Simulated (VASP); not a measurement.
Pb: single point with RPBE

Crystal: Pb.

```
CELL_PARAMETERS angstrom
-1.97966 1.97966 1.97966
1.97966 -1.97966 1.97966
1.97966 1.97966 -1.97966
ATOMIC_POSITIONS crystal
Pb 0.00000 0.00000 0.00000
```

This isn't the form of Pb at room conditions, which is fcc.

```yaml
Program: VASP 6.6.1
Task: single point
Functional: RPBE
Potentials_or_basis: VASP PAW PBE potentials, release 54 (Pb_d)
Cutoff: 520 eV
k_mesh: 9 × 9 × 9
Occupations: gaussian, width 0.02 eV
Spin: no spin polarisation
Further_INCAR_settings: ALGO = Fast; EDIFF = 1e-06
```

```yaml
Pressure: 2.2 GPa
Band_gap_on_the_k_mesh: none (metal or under the smearing width)
```

Levels at points of the mesh, in eV from the Fermi level:
```csv
k point,band 3,band 4,band 5,band 6,band 7,band 8,band 9,band 10,band 11
"(0.00, 0.00, 0.00)",-17.33,-17.10,-17.10,-11.73,7.34,7.34,7.34,10.92,10.95
```

Wall time 14 s on 1 thread of Intel(R) Xeon(R) Platinum 8488C (Sapphire Rapids), on a shared host, peak memory 0.15 GiB.

Caveat: the PAW data sets were made with another functional, which shifts forces and pressure a little. Spin-orbit coupling is left out, which matters for the levels of Pb.
